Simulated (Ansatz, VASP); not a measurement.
**SiC (Moissanite 3C): VASP beside Ansatz**

Wanted: the spread between two codes on one cell, functional and k mesh. The cell is a member of a volume series, scaled by 0.985 from a relaxed one, so a pressure remains.

Main program and level: Ansatz 0.2.0; plane waves, with VASP 6.6.1 beside it; single point at LDA, single point at PBE and single point at PBEsol with D3(BJ).

### 1. The starting structure

Symmetry: F-43m, No. 216, cubic system. Conventional cell: a = 4.310 Å, b = 4.310 Å, c = 4.310 Å, α = 90.00°, β = 90.00°, γ = 90.00°. Nearest to Si lie 4 C at 1.87 Å. C has 4 Si at 1.87 Å nearest. Farther neighbours are not listed.

### 2. Ansatz: single point, LDA, volume scaled by 0.985

Ansatz runs on its default PAW (the set named soft_2) files.

A single point gives forces, pressure and levels at one fixed geometry, so differences don't come from the geometry; what else differs is listed under the comparison.

input.yaml

```yaml
crystal:
  lattice:
    - [0.0, 2.15507624, 2.15507624]
    - [2.15507624, 0.0, 2.15507624]
    - [2.15507624, 2.15507624, 0.0]
  atoms:
    - { symbol: Si, position: [0.0, 0.0, 0.0] }
    - { symbol: C, position: [0.75, 0.75, 0.75] }
hamiltonian:
  xc: lda
  pseudopotentials: { kind: paw }
kpoints:
  mp_grid: { grid: [8, 8, 8] }
scf:
  occupations: { method: gaussian, width: 0.03 }
  n_extra_bands: 4
output:
  forces: true
  stress: true
  eigenvalues: true
```

Command:

```
> ansatz run input.yaml --threads 2 --pin off --max-ram 4608MiB --backend cpu --events-out ev --progress --plain --runs-dir out
```

Numbers of over 12 decimals in the logs are rounded to 6 here.

The program printed:

```text
scf.n_extra_bands = 4 over 4 filled bands (N_el = 8.0): the run solves 8 bands
Engine: ansatz 0.2.0, aarch64-unknown-linux-gnu
Pseudopotentials: kind: paw
Pseudopotential: Si, paw, valence charge 4, recommended cutoff 420 eV (normal), Si.paw.azcp
Pseudopotential: C, paw, valence charge 4, recommended cutoff 420 eV (normal), C.paw.azcp
Functional definition: SPW92
  exchange = slater_x
  correlation = pw_c
Crystal: 2 atoms, lattice volume = 20.018 Å³
Basis set: ecut = 420 eV, 387 PW (Γ)
Bands: 8, of which v1, the nominal top of the filled ones, is band 4 counted from 1 (3 counted from 0)
Symmetry: 24 space group operations
Space group: F-43m (ITA 216), of the structure as read, at distance tolerance 2.7e-5 Å
k-points: 29 of 512 (time reversal used)
Non-local potential: Si, projectors of the file, l = 0: 2, l = 1: 2, l = 2: 2
Non-local potential: C, projectors of the file, l = 0: 2, l = 1: 2, l = 2: 1
PAW form: soft (Blöchl's): semilocal exchange-correlation on the pseudo side does not see the compensation charge
PAW frozen core: Si, regenerated for the run's functional, and the local potential with it (the file was generated under x = pbe(κ = 0.804, μ = 0.219515), c = pbe(β = 0.066725))
PAW frozen core: C, regenerated for the run's functional, and the local potential with it (the file was generated under x = pbe(κ = 0.804, μ = 0.219515), c = pbe(β = 0.066725))
PAW one-centre angular grid: Si, 110 points (default); XC on 64 Gauss nodes
PAW one-centre angular grid: C, 110 points (default); XC on 64 Gauss nodes
Initial density: superposition of atomic densities (neutral atoms: chi_scale 0, normalization atom), corrected by the library's trained network
Initial wavefunctions: pseudopotential atomic-orbital guess
Functional: x = slater, c = lda
SCF iter   1: F=—  HF=-852.200164 eV  |F-HF|=—  |Δ(HF+E_count)|=         —  Δρ=7.45e-3  dr2=1.07e-2  ethr=1.77e-3  ⟨swp⟩=5.9  Hψ=1922  notcnv=0
preconditioner: auto → none  [insulator: Δε(μ)=1.220 eV  Ē_g=14.191 eV  σ=0.030 eV  W_gap=1.00  n_scr=0 (ndim 8)  ℏωp=23.5 eV  f_vac=0.000  D(μ)=0.00/eV (n_scr^D=0)  ε∞_Penn≈3.7]
SCF iter   2: F=—  HF=-852.197244 eV  |F-HF|=—  |Δ(HF+E_count)|=   2.92e-3  Δρ=3.40e-3  dr2=1.05e-3  ethr=1.34e-4  ⟨swp⟩=2.3  Hψ=602  notcnv=0
SCF iter   3: F=—  HF=-852.196969 eV  |F-HF|=—  |Δ(HF+E_count)|=   2.75e-4  Δρ=1.43e-3  dr2=1.61e-4  ethr=1.31e-5  ⟨swp⟩=2.3  Hψ=361  notcnv=0
SCF iter   4: F=—  HF=-852.196931 eV  |F-HF|=—  |Δ(HF+E_count)|=   3.78e-5  Δρ=3.54e-4  dr2=1.03e-5  ethr=2.01e-6  ⟨swp⟩=1.0  Hψ=232  notcnv=0
SCF iter   5: F=—  HF=-852.196929 eV  |F-HF|=—  |Δ(HF+E_count)|=   2.42e-6  Δρ=3.73e-5  dr2=1.21e-7  ethr=1.29e-7  ⟨swp⟩=1.2  Hψ=248  notcnv=0
SCF iter   6: F=-852.196929 eV  HF=-852.196929 eV  |F-HF|=6.76e-11  |Δ(HF+E_count)|=  8.10e-10  Δρ=1.66e-6  dr2=1.89e-10  ethr=1.25e-9  ⟨swp⟩=4.4  Hψ=857  notcnv=0
SCF 1 converged in 6 iterations: F = -852.196929 eV  dr2 = 1.89e-10
  greatest PAW one-centre occupation: 0.641 electrons in one spin orbital (limit 2), on the C atom at site 1 (counted from 0), in its partial waves of l = 0
SCF converged after 6 iterations
Free energy (F): -852.196929 eV
Harris-Foulkes:  -852.196929 eV  (|F-HF|=6.76e-11)
Internal energy: -852.196929 eV  (E = F + TS)
E sigma→0 (E₀):  -852.196929 eV
Fermi energy:    10.309600 eV
--- Per-component energies (eV) ---
  E_band       = 29.724729
  E_kinetic    = 137.532316
  E_local      = -104.285884  (includes V_loc(G=0)·N_el)
  E_nonlocal   = 54.369137
  E_hartree    = 31.461244
  E_xc         = -105.318037
  E_vxc        = -110.144834  (∫ρ·V_xc dr)
  E_paw        = -578.157684  (= ΣΔE_a)
  E_vpaw       = -10.668539  (= ΣTr[D̂ρ^β])
  E_aug_tail   = 0.000015  (compensation charges beyond the density's cutoff)
  E_ewald      = -287.945199
  E_core_change = 0.147163  (= ΣΔE_core)
  E_smearing   = -0.000000  (= −TS)
  E_closure    = -0.000000  (closes the sum)
  Σ components = -852.196929   (vs F -852.196929, Δ=0.00e0)
--- Forces (eV/Å), atoms counted from 1 ---
  atom   1  Si    -0.00000000     0.00000000    -0.00000000
  atom   2  C      0.00000000     0.00000000     0.00000000
  max |Σ_I F_I| component: 7.40e-17 eV/Å
--- Stress (GPa, compression-positive) ---
        3.088765      -0.000000      -0.000000
       -0.000000       3.088765       0.000000
       -0.000000       0.000000       3.088765
  P = ⅓ Tr σ = 3.0888 GPa (30.888 kbar)
--- Band table (eV; the first three rows and the last of 29) ---
  k-point 0: bands = ["-5.9152", "9.6657", "9.6657", "9.6657", "16.3224", "17.0944", "17.0944", "17.0945"]
  k-point 1: bands = ["-5.6014", "8.1852", "9.4624", "9.4624", "16.4197", "17.4497", "17.4497", "17.7212"]
  k-point 2: bands = ["-4.6815", "5.3355", "9.0529", "9.0529", "15.8931", "17.6762", "17.6762", "19.2046"]
  k-point 28: bands = ["-0.3936", "2.5831", "4.4961", "4.8287", "14.8517", "19.2986", "19.3572", "19.4382"]
```

Elapsed: 0.75 s, on 2 threads of Arm Neoverse V2, shared host; peak memory 0.21 GiB.

The run ends at a pressure of 3.09 GPa.

### 3. VASP: single point, LDA, volume scaled by 0.985

The same cell, functional (in two slightly different forms), mesh and smearing now go to VASP, with its own data sets and cutoff.

Lines of VASP's logs that name or quote its potential files are left out, and so is its time.

The input asks for a relaxation, which ended at its first step since no free force or stress exceeded the threshold; so it serves as a single point.

INCAR

```
SYSTEM = SiC
PREC = Accurate
ENCUT = 520
EDIFF = 1E-06
NELM = 100
ISMEAR = 0
SIGMA = 0.03
LREAL = .FALSE.
ALGO = Normal
GGA = CA
NBANDS = 10
LORBIT = 11
LWAVE = .FALSE.
LCHARG = .FALSE.
KPAR = 4
IBRION = 2
NSW = 30
ISIF = 4
EDIFFG = -0.01
```

POSCAR

```
SiC
1.0
    0.0000000000      2.1550762447      2.1550762447
    2.1550762447      0.0000000000      2.1550762447
    2.1550762447      2.1550762447      0.0000000000
Si C
1 1
Direct
    0.0000000000      0.0000000000      0.0000000000
    0.7500000000      0.7500000000      0.7500000000
```

KPOINTS

```
Automatic mesh
0
Gamma
8 8 8
0 0 0
```

PAW data sets: Si and C (LDA family, release 64).

Command:

```
> mpirun -np 4 vasp_std
```

The program printed:

```text
[banner, memory and clock lines left out]
running    4 mpi-ranks, on    1 nodes
 distrk:  each k-point on    1 cores,    4 groups
 distr:  one band on    1 cores,    1 groups

 POSCAR found type information on POSCAR SiC
 POSCAR found :  2 types and       2 ions
 LDA part: xc-table for (Slater(with rela. corr.)+CA(PZ))
 , standard interpolation
 POSCAR, INCAR and KPOINTS ok, starting setup
 FFT: planning ... GRIDC
 FFT: planning ... GRID_SOFT
 FFT: planning ... GRID
 WAVECAR not read
 entering main loop
       N       E                     dE             d eps       ncg     rms          rms(c)
DAV:   1     0.199333322023E+01    0.19933E+01   -0.38399E+03   596   0.666E+02
DAV:   2    -0.181133641325E+02   -0.20107E+02   -0.19202E+02   786   0.114E+02
DAV:   3    -0.187735791267E+02   -0.66021E+00   -0.65946E+00   684   0.172E+01
DAV:   4    -0.187766043203E+02   -0.30252E-02   -0.30246E-02   700   0.149E+00
DAV:   5    -0.187766172315E+02   -0.12911E-04   -0.12911E-04   662   0.873E-02    0.943E+00
DAV:   6    -0.167390822263E+02    0.20375E+01   -0.75811E+00   604   0.133E+01    0.417E+00
DAV:   7    -0.166589824485E+02    0.80100E-01   -0.41128E-01   686   0.399E+00    0.185E+00
DAV:   8    -0.166384379602E+02    0.20544E-01   -0.27520E-02   614   0.108E+00    0.178E-01
DAV:   9    -0.166380831037E+02    0.35486E-03   -0.17691E-03   712   0.248E-01    0.950E-02
DAV:  10    -0.166380959382E+02   -0.12834E-04   -0.10727E-04   612   0.695E-02    0.320E-02
DAV:  11    -0.166380963172E+02   -0.37901E-06   -0.26439E-06   666   0.113E-02
   1 F= -.16638096E+02 E0= -.16638096E+02  d E =-.166381E+02
 curvature:   0.00 expect dE= 0.000E+00 dE for cont linesearch  0.000E+00
 trial: gam= 0.00000 g(F)=  0.244E-47 g(S)=  0.110E-32 ort = 0.000E+00 (trialstep = 0.100E+01)
 search vector abs. value=  0.100E-09
 reached required accuracy - stopping structural energy minimisation
```

Parts of OUTCAR (step 3):

```text
ion  position               nearest neighbor table
   1  0.000  0.000  0.000-   2 1.87   2 1.87   2 1.87   2 1.87
   2  0.750  0.750  0.750-   1 1.87   1 1.87   1 1.87   1 1.87

  LATTYP: Found a face centered cubic cell.
 ALAT       =     4.3101524894

 Subroutine GETGRP returns: Found 24 space group operations
 (whereof 24 operations were pure point group operations)

The static configuration has the point symmetry T_d .

 Found     29 irreducible k-points:

   k-points           NKPTS =     29   k-points in BZ     NKDIM =     29   number of bands    NBANDS=     10

   dimension x,y,z NGX =    24 NGY =   24 NGZ =   24
   dimension x,y,z NGXF=    48 NGYF=   48 NGZF=   48

   ENCUT  =  520.0 eV  38.22 Ry    6.18 a.u.   5.67  5.67  5.67*2*pi/ulx,y,z

   NELECT =       8.0000    total number of electrons

 k-points in reciprocal lattice and weights: Automatic mesh
   0.00000000  0.00000000  0.00000000       0.002
   0.12500000  0.00000000  0.00000000       0.016
   0.25000000  0.00000000  0.00000000       0.016
   0.37500000  0.00000000  0.00000000       0.016
   0.50000000  0.00000000  0.00000000       0.008
   0.12500000  0.12500000  0.00000000       0.012
   0.25000000  0.12500000  0.00000000       0.047
   0.37500000  0.12500000  0.00000000       0.047
   0.50000000  0.12500000  0.00000000       0.047
[...]
-0.37500000  0.50000000  0.12500000       0.023
  -0.25000000  0.50000000  0.25000000       0.012

 average (electrostatic) potential at core
       1 -81.4699       2 -48.5502

 E-fermi :   8.5840

 k-point     1 :       0.0000    0.0000    0.0000
  band No.  band energies     occupation
      1      -7.1337      2.00000
      2       8.4438      2.00000
      3       8.4438      2.00000
      4       8.4438      2.00000
      5      15.1270      0.00000
      6      15.8653      0.00000
      7      15.8653      0.00000
      8      15.8653      0.00000
      9      23.0958      0.00000
    ...

 k-point     2 :       0.1250    0.0000    0.0000
  band No.  band energies     occupation
      1      -6.8199      2.00000
      2       6.9637      2.00000
      3       8.2405      2.00000
      4       8.2405      2.00000
      5      15.2079      0.00000
      6      16.2213      0.00000
      7      16.2213      0.00000
      8      16.5091      0.00000
      9      21.8251      0.00000
    ...

 k-point     3 :       0.2500    0.0000    0.0000
  band No.  band energies     occupation
      1      -5.8999      2.00000
      2       4.1144      2.00000
      3       7.8316      2.00000
      4       7.8316      2.00000
      5      14.6788      0.00000
      6      16.4471      0.00000
      7      16.4471      0.00000
      8      17.9939      0.00000
      9      21.6608      0.00000
    ...

  Total        0.4383943      0.4383943      0.4383943      0.0000000      0.0000000      0.0000000
  in kB       35.0879164     35.0879164     35.0879164      0.0000000      0.0000000      0.0000000
  external PRESSURE =      35.0879164 kB  Pullay stress =       0.0000000 kB

  energy-cutoff  :      520.00
  volume of cell :       20.02
      direct lattice vectors                 reciprocal lattice vectors
     0.000000000  2.155076245  2.155076245    -0.232010353  0.232010353  0.232010353
     2.155076245  0.000000000  2.155076245     0.232010353 -0.232010353  0.232010353
     2.155076245  2.155076245  0.000000000     0.232010353  0.232010353 -0.232010353

 POSITION                                       TOTAL-FORCE (eV/Angst)
 -----------------------------------------------------------------------------------
      0.00000      0.00000      0.00000        -0.000000     -0.000000     -0.000000
      3.23261      3.23261      3.23261         0.000000      0.000000      0.000000
 -----------------------------------------------------------------------------------
    total drift:                               -0.000000     -0.000000     -0.000000

  FREE ENERGIE OF THE ION-ELECTRON SYSTEM (eV)
  ---------------------------------------------------
  free  energy   TOTEN  =       -16.6380963172 eV

  energy  without entropy=      -16.6380963172  energy(sigma->0) =      -16.63809632

 reached required accuracy - stopping structural energy minimisation

 total charge
# of ion       s       p       d       tot
------------------------------------------
    1        0.716   1.008   0.000   1.724
    2        0.832   1.742   0.000   2.574
--------------------------------------------------
tot          1.548   2.750   0.000   4.298

[... 3 further parts left out ...]
```

The gap is read on the k-mesh alone, so it is an upper bound where the band edges lie off the mesh. The run keeps the 24 symmetry operations of its start, so it cannot find a distortion of lower symmetry.

### 4. Differences

Known differences besides the potentials themselves: the two LDA forms differ slightly; the cutoff is 420 eV in Ansatz and 520 eV in VASP; VASP's log shows a relativistic correction to its local exchange, Ansatz's none. Total energies have different zeros and are not compared.

The two programs side by side:

```csv
quantity,Ansatz,VASP,difference
pressure (GPa),3.09,3.51,-0.42
pressure without Ansatz's Pulay correction (GPa),2.68,3.51,-0.83
gap on the k mesh (eV),1.288,1.275,+0.013
```

A gap on the mesh is an upper bound, since the band edges may lie between its points. Ansatz's pressure holds a Pulay correction of 0.41 GPa; VASP's holds none.

### 5. VASP: single point, PBE, volume scaled by 0.985

A single point gives forces, pressure and levels at one fixed geometry, so differences don't come from the geometry; what else differs is listed under the comparison. The cell compared in this pair holds 20.68 Å³, against 20.02 Å³ for the pair before.

The input asks for a relaxation, which ended at its first step since no free force or stress exceeded the threshold; so it serves as a single point.

Edit INCAR of step 3 so:

```diff
@@ -9,3 +9,3 @@
 ALGO = Normal
-GGA = CA
+GGA = PE
 NBANDS = 10
```

POSCAR

```
SiC
1.0
    0.0000000000      2.1786764709      2.1786764709
    2.1786764709      0.0000000000      2.1786764709
    2.1786764709      2.1786764709      0.0000000000
Si C
1 1
Direct
    0.0000000000      0.0000000000      0.0000000000
    0.7500000000      0.7500000000      0.7500000000
```

KPOINTS is that of step 3.

Potentials, in the order of the species: Si and C (PBE family, release 64).

Command:

```
> mpirun -np 4 vasp_std
```

The program printed:

```text
[banner, memory and clock lines left out]
running    4 mpi-ranks, on    1 nodes
[...]
LDA part: xc-table for (Slater+PW92), standard interpolation
 POSCAR, INCAR and KPOINTS ok, starting setup
[...]
entering main loop
       N       E                     dE             d eps       ncg     rms          rms(c)
DAV:   1     0.322208796853E+01    0.32221E+01   -0.40177E+03   604   0.675E+02
DAV:   2    -0.163459916300E+02   -0.19568E+02   -0.18611E+02   794   0.112E+02
DAV:   3    -0.169112731365E+02   -0.56528E+00   -0.56435E+00   676   0.165E+01
DAV:   4    -0.169135472201E+02   -0.22741E-02   -0.22739E-02   670   0.131E+00
[...]
DAV:  10    -0.150564747542E+02   -0.10744E-03   -0.20942E-04   632   0.970E-02    0.237E-02
DAV:  11    -0.150564767337E+02   -0.19795E-05   -0.37180E-05   658   0.339E-02    0.583E-03
DAV:  12    -0.150564771358E+02   -0.40210E-06   -0.14342E-06   358   0.825E-03
   1 F= -.15056477E+02 E0= -.15056477E+02  d E =-.150565E+02
[...]
reached required accuracy - stopping structural energy minimisation
```

Parts of OUTCAR (step 5):

```text
  Total        0.4286333      0.4286333      0.4286333      0.0000000      0.0000000      0.0000000
  in kB       33.2038375     33.2038375     33.2038375      0.0000000      0.0000000      0.0000000
  external PRESSURE =      33.2038375 kB  Pullay stress =       0.0000000 kB

 POSITION                                       TOTAL-FORCE (eV/Angst)
 -----------------------------------------------------------------------------------
      0.00000      0.00000      0.00000         0.000000      0.000000      0.000000
      3.26801      3.26801      3.26801        -0.000000     -0.000000     -0.000000
 -----------------------------------------------------------------------------------
    total drift:                               -0.000000     -0.000000     -0.000000

  FREE ENERGIE OF THE ION-ELECTRON SYSTEM (eV)
  ---------------------------------------------------
  free  energy   TOTEN  =       -15.0564771358 eV

  energy  without entropy=      -15.0564771358  energy(sigma->0) =      -15.05647714

[... 2 parts as in an earlier step ...]

[... 2 further parts left out ...]
[key lines of the parts left out:]
E-fermi :   8.2711
```

### 6. Ansatz: single point, PBE, volume scaled by 0.985

The same cell, functional, mesh and smearing now go to Ansatz, which takes its cutoff from its data sets.

The cell is a member of a volume series, scaled by 0.985 from a relaxed one, so a pressure remains.

input.yaml, the sections that differ from step 2:

```yaml
crystal:
  lattice:
    - [0.0, 2.17867647, 2.17867647]
    - [2.17867647, 0.0, 2.17867647]
    - [2.17867647, 2.17867647, 0.0]
  atoms:
    - { symbol: Si, position: [0.0, 0.0, 0.0] }
    - { symbol: C, position: [0.75, 0.75, 0.75] }
hamiltonian:
  xc: pbe
  pseudopotentials: { kind: paw }
# kpoints, scf, output: as in step 2
```

Command:

```
> ansatz run input.yaml --threads 2 --pin off --max-ram 4608MiB --backend cpu --events-out ev --progress --plain --runs-dir out
```

The program printed:

```text
[...]
Crystal: 2 atoms, lattice volume = 20.683 Å³
Basis set: ecut = 420 eV, 411 PW (Γ), exchange–correlation on 48×48×48 points (8 copies of the dense FFT grid, shifted against one another)
Bands: 8, of which v1, the nominal top of the filled ones, is band 4 counted from 1 (3 counted from 0)
Symmetry: 24 space group operations
[...]
k-points: 29 of 512 (time reversal used)
[...]
Free energy (F): -887.155682 eV
[...]
Internal energy: -887.155682 eV  (E = F + TS)
E sigma→0 (E₀):  -887.155682 eV
Fermi energy:    10.165328 eV
[...]
--- Stress (GPa, compression-positive) ---
        3.370263      -0.000000      -0.000000
       -0.000000       3.370263       0.000000
       -0.000000       0.000000       3.370263
  P = ⅓ Tr σ = 3.3703 GPa (33.703 kbar)
--- Band table (eV; the first three rows and the last of 29) ---
[...]
[key lines of the parts left out:]
SCF converged after 6 iterations
```

Run time: 0.36 s. Hardware: 2 threads; peak memory 0.22 GiB.

The run ends at a pressure of 3.37 GPa.

### 7. Comparison

What differs besides the data sets and the points named for the pairs above, as far as they apply: VASP leaves aspherical gradient terms in its spheres out (LASPH is not set), Ansatz keeps them. Total energies have different zeros and are not compared.

The two programs side by side:

```csv
quantity,Ansatz,VASP,difference
pressure (GPa),3.37,3.32,+0.05
pressure without Ansatz's Pulay correction (GPa),3.08,3.32,-0.24
gap on the k mesh (eV),1.358,1.356,+0.003
```

A gap on the mesh is an upper bound, since the band edges may lie between its points. Ansatz's pressure holds a Pulay correction of 0.29 GPa; VASP's holds none.

[end of part 1 of 2]

[Lines on the potential files, build, host, timing and source positions are cut from VASP's logs without a mark.]

[Logs are printed without paths, hosts, clocks, repeated set-up lines and the standing remarks that a program may print on its own settings, such as how far it seeks lower states.]

[Hosts, paths, dates, database ids (printed as entryN), source tags and the programs' standing remarks are cut or masked in the printed files.]
